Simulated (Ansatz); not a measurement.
CsCl: pressure against volume

CsCl, Pm-3m, a = 4.206 Å. Ansatz: PBE, PAW, 420 eV, Γ-centred 6×6×6 mesh on 2 atoms, Gaussian smearing 0.02 eV; no spin polarisation. Symmetry fixes shape and atoms, so the cell is only scaled; pressure is positive in compression.

| V (Å³/atom) | P (GPa) |
| --- | --- |
| 32.730 | ? |
| 33.846 | 1.73 |
| 34.962 | 1.05 |
| 36.078 | 0.48 |
| 37.194 | 0.00 |
| 38.309 | -0.39 |
| 39.425 | -0.72 |
| 40.913 | -1.07 |

Problem. Take V0 = 37.194 Å³/atom, fit the third-order Birch–Murnaghan form to the other rows, and predict the missing pressure.

Solution. With the Eulerian strain f = ½[(V0/V)^(2/3) − 1] and y = P/[3f(1 + 2f)^(5/2)], the form is the line y = B0 + 1.5 B0 (B0′ − 4) f. Rows (f, y): 0.03245, 15.19; 0.02106, 14.99; 0.01026, 14.82; -0.00975, 14.01; -0.01905, 13.88; -0.03078, 13.58. Means f = 0.0006983, y = 14.412; Σ(Δf)² = 0.003004, ΣΔfΔy = 0.08127; the slope is their ratio. y = 14.39 + 27.05 f GPa, so B0 = 14.4 GPa and B0′ = 4 + 2 × (27.05)/(3 × 14.39) = 5.25. At V = 32.730, f = 0.04449, y = 15.593 and P = 2.58 GPa. The run gave 2.55 GPa, so the fit is 0.03 GPa too high, a small miss on the scale of the series.